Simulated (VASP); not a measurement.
Crystal: CdSe.

```
Cd Se
1.0
     0.00000    2.87396    2.87396
     2.87396    0.00000    2.87396
     2.87396    2.87396    0.00000
Cd Se
1 1
Direct
  0.00000 0.00000 0.00000
  0.50000 0.50000 0.50000
```

Measurements of this composition are mostly on another form, of space group No. 186.

- Program: VASP 6.6.1
- Task: relaxation of cell and atoms
- Functional: r2SCAN
- Dispersion: rVV10
- Potentials or basis: VASP PAW PBE potentials, release 64 (Cd, Se)
- Cutoff: 600 eV
- k mesh: 12 × 12 × 12
- Occupations: gaussian, width 0.1 eV
- Spin: no spin polarisation

At the start: pressure -2.8 GPa; volume 23.74 Å³/atom.

How do energy, volume and symmetry change on relaxing?

Over 3 steps the energy falls by 8.7 meV/atom and the volume is 22.77 Å³/atom (-4.1 %); space group Fm-3m (No. 225, to 0.05 Å).

The path:
```csv
step,energy change (eV),largest force (eV/Å),pressure (GPa),volume (Å³)
1,0.0000,0.0000,-2.75,47.48
2,-0.0138,0.0000,1.40,44.73
3,-0.0173,0.0000,0.01,45.54
```

Final structure:
```
CELL_PARAMETERS angstrom
0.00000 2.83443 2.83443
2.83443 0.00000 2.83443
2.83443 2.83443 0.00000
ATOMIC_POSITIONS crystal
Cd 0.00000 0.00000 0.00000
Se 0.50000 0.50000 0.50000
```

Caveat: the PAW data sets were made with another functional, which shifts forces and pressure a little.
